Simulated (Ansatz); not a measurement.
## V2NF2 MXene monolayer in a perpendicular field

Aim: how the V2NF2 MXene monolayer screens a field along its normal, and what the field does to its bands. A positive field points along +c.

Main program and level: Ansatz 0.2.0; plane-wave DFT, PBE-D3(BJ), Ansatz PAW (set soft_1); PAW set soft_1.

## 1. Set-up

The cell holds 5 atoms: 2 F, 2 V and 1 N. Its edges and angles: a = 2.941 Å, b = 2.941 Å, c = 39.427 Å, α = 90.0°, β = 90.0°, γ = 120.0°. Vacuum lies along c.

## 2. Relaxation

The starting cell is a guess, so the in-plane lattice and the atoms are relaxed first, with the slab cut off from its images along the normal.

File input.yaml:

```yaml
crystal:
  lattice:
    - [2.940652, 0.0, 0.0]
    - [-1.470326, 2.5466793357, 0.0]
    - [0.0, 0.0, 39.4267338156]
  atoms:
    - { symbol: F, position: [0.3333333333, 0.6666666667, 0.4463976165] }
    - { symbol: V, position: [0.6666666667, 0.3333333333, 0.4705706554], spin: 2.0 }
    - { symbol: "N", position: [0.0, 0.0, 0.5] }
    - { symbol: V, position: [0.3333333333, 0.6666666667, 0.5294293446], spin: 2.0 }
    - { symbol: F, position: [0.6666666667, 0.3333333333, 0.5536023835] }
  periodic: [true, true, false]
magnetization:
  spin_polarized: true
kpoints:
  mp_grid: { grid: [12, 12, 1] }
hamiltonian:
  xc: pbe
  dispersion: d3bj
  pseudopotentials: { kind: paw, azcp: { folder: soft_1 } }
scf:
  occupations: { method: fermi_dirac, width: 0.05 }
  convergence: { dr2_threshold: 1.0e-09 }
relax:
  f_tol: 0.004
  max_steps: 90
  cell: {}
output:
  write_potential: true
  write_density: true
  volumetric_format: npy
```

The run is started by

```
$ ansatz run input.yaml --threads 2 --pin off --max-ram 3072MiB --backend cpu --events-out ev --progress --plain --runs-dir out
```

Numbers of over 12 decimals in the logs are rounded to 6 here.

What it wrote:

```text
Warning: relax.cell: scf.convergence.dr2_threshold = 1e-9 eV is looser than the 2.47035628088e-10 eV advised for a relaxation that steers and ends on the stress (1e-10 eV for each atom of the cell: 5, times the square of relax.cell.stress_2d_tol = 0.05 N/m over 14.2 Å (the atoms' height at the walk's start and 5 Å past either face), 3.515e-2 GPa, over a crystal's default 0.05). What an SCF threshold leaves in a stress goes as its square root, and in the free energy as the threshold itself, and one threshold admits the most on a small cell: [figures from the program's tests cut] Set scf.convergence.dr2_threshold to 2.47035628088e-10 eV or tighter. [rest of the remark cut]
Engine: ansatz 0.2.0, aarch64-unknown-linux-gnu
Pseudopotentials: kind: paw
Pseudopotential: F, paw, valence charge 7, recommended cutoff 420 eV (normal), soft_1/F.paw.azcp
Pseudopotential: V, paw, valence charge 13, recommended cutoff 420 eV (normal), soft_1/V.paw.azcp
Pseudopotential: N, paw, valence charge 5, recommended cutoff 420 eV (normal), soft_1/N.paw.azcp
Functional definition: PBE
  parameter kappa = 0.804
  parameter beta = 0.066725
  exchange = pbe_x(kappa = kappa, mu = beta*pi^2/3)
  correlation = pbe_c(beta = beta)
Crystal: 5 atoms, lattice volume = 295.263 Å³
Basis set: ecut = 420 eV, 5687 PW (Γ), exchange–correlation on 40×40×540 points (8 copies of the dense FFT grid, shifted against one another)
Bands: 30, of which v1, the nominal top of the filled ones, is band 23 counted from 1 (22 counted from 0)
Symmetry: 12 space group operations
Space group: P-3m1 (ITA 164), of the structure as read, at distance tolerance 6.7e-5 Å
Magnetic group: BNS 164.85 (UNI 1315), of the structure as read, at distance tolerance 6.7e-5 Å
k-points: 19 of 144
Non-local potential: F, projectors of the file, l = 0: 2, l = 1: 2, l = 2: 1
Non-local potential: V, projectors of the file, l = 0: 3, l = 1: 2, l = 2: 3, l = 3: 1
Non-local potential: N, projectors of the file, l = 0: 2, l = 1: 2, l = 2: 1
PAW form: soft (Blöchl's): semilocal exchange-correlation on the pseudo side does not see the compensation charge
PAW one-centre angular grid: F, 110 points (default); XC on 64 Gauss nodes
PAW one-centre angular grid: V, 590 points (default); XC on 64 Gauss nodes
PAW one-centre angular grid: N, 110 points (default); XC on 64 Gauss nodes
Initial density: superposition of atomic densities (neutral atoms: chi_scale 0, normalization atom)
Starting moments: Σ|m| = 4 μB on 2 of 5 sites
Initial wavefunctions: pseudopotential atomic-orbital guess
Functional: x = pbe(κ = 0.804, μ = 0.219515), c = pbe(β = 0.066725)
SCF iter   1: F=—  HF=-7832.344878 eV  |F-HF|=—  |Δ(HF+E_count)|=         —  Δρ=3.75e-2 (↑3.75e-2 ↓2.97e-2)  dr2=1.63e1  dr2_m=3.39e-1  M=3.097 μB ∫|m|=3.128 μB  β_m=0.30  ethr=3.10e-3  ⟨swp⟩=19.0  Hψ=9269  notcnv=0
Mixer restart at iter 1: flushing history
preconditioner: auto → LDOS  [metal: Δε(μ)=0.027 eV  Ē_g=10.736 eV  σ=0.050 eV  W_gap=0.13  n_scr=24 (ndim 8)  ℏωp=10.8 eV  f_vac=0.809  D(μ)=4.60/eV (n_scr^D=20)]
spin=Collinear: LDOS preconditioning applied to the charge; magnetization (m = ρ↑ − ρ↓) channel mixes plain (no charge-response kernel on spin).
SCF iter   2: F=—  HF=-7830.267057 eV  |F-HF|=—  |Δ(HF+E_count)|=    2.08e0  Δρ=2.53e-2 (↑2.53e-2 ↓1.95e-2)  dr2=7.69e0  dr2_m=1.69e-1  M=3.075 μB ∫|m|=3.102 μB  β_m=0.55  ethr=3.10e-3  ⟨swp⟩=3.2  Hψ=2477  notcnv=0  defer=45
SCF iter   3: F=—  HF=-7828.595357 eV  |F-HF|=—  |Δ(HF+E_count)|=    1.67e0  Δρ=3.41e-3 (↑3.41e-3 ↓3.18e-3)  dr2=2.77e-2  dr2_m=1.54e-2  M=2.867 μB ∫|m|=2.918 μB  β_m=0.59  ethr=3.10e-3  ⟨swp⟩=4.5  Hψ=2829  notcnv=0  defer=39
SCF iter   4: F=—  HF=-7828.671451 eV  |F-HF|=—  |Δ(HF+E_count)|=         —  Δρ=4.87e-3 (↑4.87e-3 ↓4.19e-3)  dr2=5.84e-3  dr2_m=5.29e-2  M=2.549 μB ∫|m|=2.589 μB  β_m=0.59  ethr=6.16e-5  ⟨swp⟩=4.1  Hψ=2951  notcnv=0  defer=32
SCF iter   5: F=—  HF=-7828.670610 eV  |F-HF|=—  |Δ(HF+E_count)|=   8.41e-4  Δρ=2.42e-3 (↑2.42e-3 ↓2.30e-3)  dr2=1.86e-3  dr2_m=1.44e-2  M=2.509 μB ∫|m|=2.546 μB  β_m=0.79  ethr=1.30e-5  ⟨swp⟩=3.9  Hψ=2599  notcnv=0  defer=32
SCF iter   6: F=—  HF=-7828.672525 eV  |F-HF|=—  |Δ(HF+E_count)|=   1.92e-3  Δρ=1.22e-3 (↑1.22e-3 ↓9.32e-4)  dr2=6.17e-4  dr2_m=3.03e-3  M=2.430 μB ∫|m|=2.461 μB  β_m=0.76  ethr=4.14e-6  ⟨swp⟩=3.4  Hψ=2429  notcnv=0  defer=32
SCF iter   7: F=—  HF=-7828.672114 eV  |F-HF|=—  |Δ(HF+E_count)|=   4.11e-4  Δρ=2.62e-4 (↑2.21e-4 ↓2.62e-4)  dr2=1.90e-5  dr2_m=1.51e-4  M=2.404 μB ∫|m|=2.434 μB  β_m=0.82  ethr=1.37e-6  ⟨swp⟩=3.1  Hψ=2670  notcnv=0  defer=32
SCF iter   8: F=—  HF=-7828.672149 eV  |F-HF|=—  |Δ(HF+E_count)|=   3.50e-5  Δρ=4.50e-5 (↑4.50e-5 ↓3.66e-5)  dr2=3.47e-6  dr2_m=3.36e-6  M=2.384 μB ∫|m|=2.413 μB  β_m=0.91  ethr=4.23e-8  ⟨swp⟩=3.9  Hψ=2799  notcnv=0  defer=32
SCF iter   9: F=—  HF=-7828.672136 eV  |F-HF|=—  |Δ(HF+E_count)|=   1.30e-5  Δρ=8.95e-6 (↑8.91e-6 ↓8.95e-6)  dr2=1.50e-7  dr2_m=1.70e-7  M=2.383 μB ∫|m|=2.413 μB  β_m=0.93  ethr=7.70e-9  ⟨swp⟩=3.1  Hψ=2485  notcnv=0  defer=32
SCF iter  10: F=—  HF=-7828.672136 eV  |F-HF|=—  |Δ(HF+E_count)|=   3.67e-7  Δρ=5.40e-6 (↑5.40e-6 ↓3.56e-6)  dr2=1.80e-8  dr2_m=5.07e-8  M=2.383 μB ∫|m|=2.413 μB  β_m=0.92  ethr=3.34e-10  ⟨swp⟩=4.0  Hψ=2971  notcnv=0  defer=32
SCF iter  11: F=—  HF=-7828.672136 eV  |F-HF|=—  |Δ(HF+E_count)|=   4.51e-8  Δρ=8.51e-7 (↑8.38e-7 ↓8.51e-7)  dr2=9.82e-10  dr2_m=1.58e-9  M=2.383 μB ∫|m|=2.413 μB  β_m=0.91  ethr=4.00e-11  ⟨swp⟩=2.8  Hψ=2257  notcnv=0  defer=32
SCF iter  12: F=-7828.672136 eV  HF=-7828.672136 eV  |F-HF|=8.52e-10  |Δ(HF+E_count)|=   2.15e-8  Δρ=1.78e-7 (↑1.78e-7 ↓1.38e-7)  dr2=4.20e-11  dr2_m=5.27e-11  M=2.383 μB ∫|m|=2.413 μB  ethr=2.18e-12  ⟨swp⟩=8.2  Hψ=8847  notcnv=0
SCF 1 converged in 12 iterations: F = -7828.672136 eV  dr2 = 4.20e-11
  greatest PAW one-centre occupation: 1.000 electrons in one spin orbital (limit 2), on the V atom at site 3 (counted from 0), in its partial waves of l = 1
relax step   1: F+E_penalty+E_count = -7828.67213650 eV  Δ(F+E_penalty+E_count) = +0.000e0 eV  max|allowed force component| = 4.711e0 eV/Å  Δτ_max = 0.0000 Å  P = +13.214 N/m  Ω = 295.263 Å³  fix = [c, alpha, beta]  reactions: c +0.000 N/m  (12 SCF iters, accepted)
Crystal: 5 atoms, lattice volume = 296.846 Å³
Basis set: ecut = 420 eV, 5711 PW (Γ), exchange–correlation on 40×40×540 points (8 copies of the dense FFT grid, shifted against one another)
Initial density: handed on by an earlier stage of this run
Starting moments: Σ|m| = 4 μB on 2 of 5 sites; this step starts from the density that it was given
[...]
relax step   8: F+E_penalty+E_count = -7830.35720094 eV  Δ(F+E_penalty+E_count) = -2.436e-5 eV  max|allowed force component| = 4.518e-5 eV/Å  Δτ_max = 0.0005 Å  P = -0.001 N/m  Ω = 309.840 Å³  energy of the carried Pulay correction = -9.079e-3 eV  fix = [c, alpha, beta]  reactions: c -0.000 N/m  (6 SCF iters, accepted)
relax step   9: F+E_penalty+E_count = -7830.36923404 eV  Δ(F+E_penalty+E_count) = -1.203e-2 eV  max|allowed force component| = 1.870e-3 eV/Å  Δτ_max = 0.0000 Å  P = +0.279 N/m  Ω = 309.840 Å³  fix = [c, alpha, beta]  reactions: c +0.000 N/m  stress off target by 2.79e-1 N/m on what of the cell is left free  SCF on the basis re-selected at this cell (its energy is not comparable with the rows above)  (8 SCF iters)
relax step  10: F+E_penalty+E_count = -7830.36900940 eV  Δ(F+E_penalty+E_count) = +2.246e-4 eV  max|allowed force component| = 5.876e-4 eV/Å  Δτ_max = 0.0023 Å  P = +0.012 N/m  Ω = 310.486 Å³  energy of the carried Pulay correction = -3.766e-4 eV  fix = [c, alpha, beta]  reactions: c +0.000 N/m  (9 SCF iters, accepted)
iter 1 solved again at ethr=1.38e-7 eV; its pass at ethr=3.10e-3 eV (dr2=6.20e-5 eV) is discarded
SCF iter   1: F=—  HF=-7830.366868 eV  |F-HF|=—  |Δ(HF+E_count)|=         —  Δρ=5.10e-5 (↑5.10e-5 ↓5.10e-5)  dr2=7.00e-7  dr2_m=1.44e-11  M=-0.000 μB ∫|m|=0.000 μB  β_m=0.65  ethr=1.38e-7  ⟨swp⟩=6.6  Hψ=13270  notcnv=0
preconditioner: auto → LDOS  [metal: Δε(μ)=0.089 eV  Ē_g=10.714 eV  σ=0.050 eV  W_gap=0.35  n_scr=22 (ndim 8)  ℏωp=11.3 eV  f_vac=0.823  D(μ)=2.58/eV (n_scr^D=14)]
spin=Collinear: LDOS preconditioning applied to the charge; magnetization (m = ρ↑ − ρ↓) channel mixes plain (no charge-response kernel on spin).
SCF iter   2: F=—  HF=-7830.368798 eV  |F-HF|=—  |Δ(HF+E_count)|=   1.93e-3  Δρ=1.79e-5 (↑1.79e-5 ↓1.79e-5)  dr2=9.11e-8  dr2_m=5.11e-12  M=-0.000 μB ∫|m|=0.000 μB  β_m=0.64  ethr=1.56e-9  ⟨swp⟩=4.3  Hψ=3018  notcnv=0
SCF iter   3: F=—  HF=-7830.369380 eV  |F-HF|=—  |Δ(HF+E_count)|=   5.82e-4  Δρ=4.23e-7 (↑4.23e-7 ↓4.19e-7)  dr2=4.96e-10  dr2_m=7.63e-13  M=-0.000 μB ∫|m|=0.000 μB  β_m=0.65  ethr=2.03e-10  ⟨swp⟩=4.0  Hψ=2558  notcnv=0
iter 4 met the thresholds in force, and the SCF goes on: an eigenvalue changes by 0.54 meV, over its tolerance of 0.05 meV (output.eigenvalues, Limitations)
SCF iter   4: F=-7830.369382 eV  HF=-7830.369382 eV  |F-HF|=1.06e-7  |Δ(HF+E_count)|=   2.07e-6  Δρ=1.05e-7 (↑1.05e-7 ↓9.89e-8)  dr2=6.01e-11  dr2_m=2.26e-13  M=-0.000 μB ∫|m|=0.000 μB  β_m=0.73  ethr=1.10e-12  ⟨swp⟩=13.8  Hψ=10272  notcnv=0
SCF iter   5: F=-7830.369382 eV  HF=-7830.369382 eV  |F-HF|=1.86e-9  |Δ(HF+E_count)|=   1.05e-7  Δρ=4.41e-8 (↑4.41e-8 ↓4.00e-8)  dr2=9.66e-12  dr2_m=8.58e-14  M=-0.000 μB ∫|m|=0.000 μB  ethr=1.00e-12  ⟨swp⟩=8.3  Hψ=7036  notcnv=0
the starting moments were not kept: the SCF closed with an absolute magnetisation of 1.7e-6 μB, where they sum to 4 μB in size (2 sites). That is at most 0.1 of that sum. Measured as dr2_m measures the in/out step, that magnetisation stands 1.5e-12 eV from none, at or under the dr2_threshold of 1.0e-9 eV: it is no larger than a step whose dr2_m would equal this threshold.
SCF 11 converged in 5 iterations: F = -7830.369382 eV  dr2 = 9.66e-12
relax step  11: F+E_penalty+E_count = -7830.36938183 eV  Δ(F+E_penalty+E_count) = -3.724e-4 eV  max|allowed force component| = 5.891e-4 eV/Å  Δτ_max = 0.0000 Å  P = +0.015 N/m  Ω = 310.486 Å³  fix = [c, alpha, beta]  reactions: c +0.000 N/m  stress off target by 1.50e-2 N/m on what of the cell is left free  SCF on the basis re-selected at this cell (its energy is not comparable with the rows above)  (5 SCF iters)
basis re-selected at this cell: Δ(F+E_penalty+E_count) = -3.724e-4 eV, ΔP = +0.003 N/m vs the last step (what re-selecting the basis moved, of the pressure what is left beyond the Pulay correction that the steps carried, after the strain that the cell walked since its last selection, with what the two solves' SCF thresholds leave and, on support functions, any second-order correction that the steps lacked; it is no m [...]
WARN: The input density's exchange-correlation potential varies sharply where the density is thin. Do not read a vacuum level from v_tot or v_xc, or from such a field of the output density. On a cell that repeats whose density bears no net charge and no dipole along the vacuum's axis use v_es (v_loc + v_h of the components); under efield.dipole_correction with no amplitude use v_es + v_field, which holds any external [...]
SCF converged after 5 iterations
an eigenvalue changed by more than its tolerance at an iteration that met the thresholds in force, so the SCF went on 1 time: the last check found none over its tolerance
Magnetization: -0.0000 μB (22.5000 up, 22.5000 down)
Absolute magnetization: 0.0000 μB (∫|ρ↑−ρ↓|, with the PAW one-centre terms)
Spin contamination: 0.0000 ħ² per cell (⟨S²⟩ above its minimum at these occupations)
Per-site moments (μB) at R_I (Å): [(-5.394500865024608e-9, 0.882823), (-6.357375520834938e-7, 0.817181), (-4.218345190804226e-9, 0.817181), (-6.357375521105341e-7, 0.817181), (-5.394500840211374e-9, 0.882823)]
Free energy (F): -7830.369382 eV
Harris-Foulkes:  -7830.369382 eV  (|F-HF|=1.86e-9)
Internal energy: -7830.346632 eV  (E = F + TS)
E sigma→0 (E₀):  -7830.358007 eV
Entropy (-TS):   -0.022750 eV (-4.550 meV/atom)
Fermi energy:    -4.951102 eV
--- Per-component energies (eV) ---
  E_band       = -1213.928699
  E_kinetic    = 1120.355537
  E_local      = -193123.609945  (includes V_loc(G=0)·N_el)
  E_nonlocal   = 374.922058
  E_hartree    = 95786.681755
  E_xc         = -444.139915
  E_vxc        = -564.846101  (∫ρ·V_xc dr)
  E_paw        = -2791.094241  (= ΣΔE_a)
  E_vpaw       = -594.118883  (= ΣTr[D̂ρ^β])
  E_aug_tail   = 0.004754  (compensation charges beyond the density's cutoff)
  E_ewald      = 91247.585806
  E_disp       = -1.052442  (pairwise vdW)
  E_smearing   = -0.022750  (= −TS)
  E_closure    = -0.000000  (closes the sum)
  Σ components = -7830.369382   (vs F -7830.369382, Δ=0.00e0)
--- Forces (eV/Å), atoms counted from 1 ---
  atom   1  F     -0.00000000     0.00000000    -0.00002068
  atom   2  V      0.00000000    -0.00000000    -0.00058912
  atom   3  N     -0.00000000     0.00000000     0.00000000
  atom   4  V     -0.00000000     0.00000000     0.00058912
  atom   5  F      0.00000000    -0.00000000     0.00002068
  max |Σ_I F_I| component: 1.85e-17 eV/Å
--- 2D stress c σ (N/m, compression-positive) ---
        0.014966      -0.000000      -0.000000
       -0.000000       0.014966      -0.000000
       -0.000000      -0.000000       0.000000
  P = ½ c Tr σ = 0.0150 N/m
--- Band table (eV; the first three rows and the last of 38) ---
  k-point 0 ↑: bands = [... 19 lower, -10.0408, -6.6885, -6.6885, -5.1352, -4.2830, -4.2830, -4.1664, -4.0368, ... 3 higher]
  k-point 1 ↑: bands = [... 19 lower, -10.0038, -6.7510, -6.5740, -5.1747, -4.4257, -4.2747, -4.0445, -3.9749, ... 3 higher]
  k-point 2 ↑: bands = [... 19 lower, -10.0049, -6.9414, -6.2715, -5.2445, -4.5262, -4.2413, -4.0262, -3.8189, ... 3 higher]
  k-point 18 ↓: bands = [... 19 lower, -10.4890, -5.8927, -5.8869, -5.8869, -4.0409, -4.0409, -3.4924, -2.6405, ... 3 higher]
  the weakly bound empty levels are not read free of the cell's end (no_gap_told)
--- Relaxed structure (9 steps of the walk, 9 accepted, 2 SCFs on fresh bases) ---
  F+E_penalty+E_count = -7830.36938183 eV   max|allowed force component| = 5.891e-4 eV/Å   (the final SCF, on the basis selected at the relaxed cell)
  cell:  # Å, volume = 310.4857 Å³
    - [3.015505, 0, 0]
    - [-1.507753, 2.611504, 0]
    - [0, 0, 39.4267338156]
  atoms:
    - { symbol: F, position: [0.333333, 0.666667, 0.444456] }
    - { symbol: V, position: [0.666667, 0.333333, 0.476026] }
    - { symbol: N, position: [0, 0, 0.500000] }
    - { symbol: V, position: [0.333333, 0.666667, 0.523974] }
    - { symbol: F, position: [0.666667, 0.333333, 0.555544] }
```

Run time: 4.4 min. Hardware: 2 threads of Arm Neoverse N1, shared host; peak memory 0.75 GiB.

Relaxation path:

| step | energy less that of the first step (eV) | largest force component (eV/Å) | volume (Å³) |
| --- | --- | --- | --- |
| 1 | 0.0000 | 4.7113 | 295.26 |
| 2 | -0.9260 | 3.1603 | 296.85 |
| 3 | -1.5218 | 1.9578 | 295.16 |
| 4 | -1.6456 | 1.1235 | 305.68 |
| 5 | -1.6815 | 0.0751 | 312.02 |
| 6 | -1.6850 | 0.0233 | 309.91 |
| 7 | -1.6850 | 0.0062 | 309.87 |
| 8 | -1.6851 | 0.0000 | 309.84 |
| 9* | -1.6971 | 0.0019 | 309.84 |
| 10 | -1.6969 | 0.0006 | 310.49 |
| 11* | -1.6972 | 0.0006 | 310.49 |

Relaxation steps marked * repeat the geometry before them on a plane-wave basis chosen anew for their cell, so energy and pressure can jump there.

Forces are held to the 12 operations that the run works with; a distortion that breaks them can't arise in this run.

| cell as run | before | after | change |
| --- | --- | --- | --- |
| a (Å) | 2.941 | 3.016 | +2.5 % |
| b (Å) | 2.941 | 3.016 | +2.5 % |

The atoms that moved most (Å, along periodic axes as changes of fractional coordinates times the final cell, across vacuum about the mean position):

| atom | dx | dy | dz | length |
| --- | --- | --- | --- | --- |
| V4 | 0.000 | 0.000 | -0.215 | 0.215 |
| V2 | 0.000 | 0.000 | 0.215 | 0.215 |
| F1 | 0.000 | 0.000 | -0.077 | 0.077 |
| F5 | 0.000 | 0.000 | 0.077 | 0.077 |

Final coordinates:

```xyz
5
Lattice="3.0155 0.0000 0.0000 -1.5078 2.6115 0.0000 0.0000 0.0000 39.4267" Properties=species:S:1:pos:R:3
F     0.0000    1.7410   17.5234
V     1.5078    0.8705   18.7681
N     0.0000    0.0000   19.7134
V     0.0000    1.7410   20.6586
F     1.5078    0.8705   21.9033
```

This step gave:

| Property | Result |
| --- | --- |
| energy at zero smearing | -7830.3580 eV |

The lattice constant a goes from 2.941 to 3.016 Å.

(Continued in part 2 of 2.)

[Logs are printed without paths, hosts, clocks, repeated set-up lines and the standing remarks that a program may print on its own settings, such as how far it seeks lower states.]

[Hosts, paths, dates, database ids (printed as entryN), source tags and the programs' standing remarks are cut or masked in the printed files.]

[Maps of the electrostatic potential energy from Ansatz leave out the sawtooth potential of an applied field or a dipole correction, so their vacuum need not be flat; planar profiles and work functions include it.]
